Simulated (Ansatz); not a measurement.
Wanted: the native input for an Ansatz 0.2.0 run.

```yaml
Task: band structure
Functional: BLYP
Potentials_or_basis: Ansatz PAW
Cutoff: "420 eV (not typed: the program's choice for these potentials)"
k_mesh: 10 × 10 × 10
Occupations: fermi-dirac, width 0.05 eV
Spin: no spin polarisation
Path: "[[\"G\", \"X\", \"W\", \"K\", \"G\", \"L\", \"U\", \"W\", \"L\", \"K\"], [\"U\", \"X\"]]"
Points_for_each_segment_of_the_path: 14
```

Crystal: HfN.

```
Hf N
1.0
     0.00000    2.25600    2.25600
     2.25600    0.00000    2.25600
     2.25600    2.25600    0.00000
Hf N
1 1
Cartesian
  0.0000 0.0000 0.0000
  2.2560 2.2560 2.2560
```

One way to write it, as run:

input.yaml

```yaml
crystal:
  lattice:
    - [0.0, 2.256, 2.256]
    - [2.256, 0.0, 2.256]
    - [2.256, 2.256, 0.0]
  atoms:
    - { symbol: Hf, position: [0.0, 0.0, 0.0] }
    - { symbol: "N", position: [0.5, 0.5, 0.5] }
hamiltonian:
  xc: blyp
  pseudopotentials: { kind: paw }
kpoints:
  mp_grid: { grid: [10, 10, 10] }
  band_path:
    path:
      - [[0.0, 0.0, 0.0], [0.5, 0.0, 0.5], [0.5, 0.25, 0.75], [0.375, 0.375, 0.75], [0.0, 0.0, 0.0], [0.5, 0.5, 0.5], [0.625, 0.25, 0.625], [0.5, 0.25, 0.75], [0.5, 0.5, 0.5], [0.375, 0.375, 0.75]]
      - [[0.625, 0.25, 0.625], [0.5, 0.0, 0.5]]
    npoints: 14
scf:
  occupations: { method: fermi_dirac, width: 0.05 }
  n_extra_bands: 6
output:
  forces: true
  stress: true
  eigenvalues: true
  fatbands: false
```

Potentials or basis: Ansatz PAW.

Launch:

```bash
$ ansatz run input.yaml --threads 2 --pin off --max-ram 5632MiB --backend cpu --events-out ev --progress --plain --runs-dir out
```

Results of the run:

```json
{"Pressure": "15.4 GPa", "Band gap on the k mesh": "none (metal or under the smearing width)"}
```

Caveat: so large a pressure means that the cell lies far from this level's equilibrium, or that cutoff or potentials fall short; the pressure holds a Pulay correction of +0.6 GPa for the finite cutoff; spin-orbit coupling is left out, which moves the levels of the heavy elements; the PAW data sets come from PBE, with cores solved anew for the run's functional, which leaves a small shift of forces and pressure.

Wall time 2.1 s on 2 threads of Intel(R) Xeon(R) Platinum 8259CL CPU @ 2.50GHz (Skylake/Cascade Lake), on a shared host, peak memory 0.37 GiB.
